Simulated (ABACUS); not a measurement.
Runs of ABACUS 3.10.1 on ZrB2. Symmetry: P6/mmm, No. 191, hexagonal system. The conventional cell has a = 3.170 Å, b = 3.170 Å, c = 3.533 Å, α = 90.00°, β = 90.00°, γ = 120.00°. Zr (site symmetry 6/mmm) has 12 B at 2.54 Å as nearest neighbours. B (site symmetry -6m2) is surrounded by 3 B at 1.83 Å. 

```tsv
level	D2 scale factor	V0 of scaled cells (Å³/atom)	B0 (GPa)
PBE+D3(BJ)	-	(b)	250
PBE+D2	0.75	10.08	(c)
PBE+D3	-	10.07	253
PBE+D3(BJ)+ABC	-	10.07	(a)
PBE	-	10.28	239
```

Alike in all rows: task equation of state; potentials or basis PseudoDojo NC SR 0.4.1 PBE standard, plane waves; no spin polarisation; cell as given; k mesh 7 × 7 × 6; cutoff (eV) 1034; smearing fermi-dirac 0.05 eV.

Task: Estimate the missing entries.

Result: (a) 249; (b) 10.02; (c) 243.

Caveats: the cell was scaled at fixed shape and fractional positions, which overstates the stiffness of a crystal with free parameters, most of all of layers and chains.
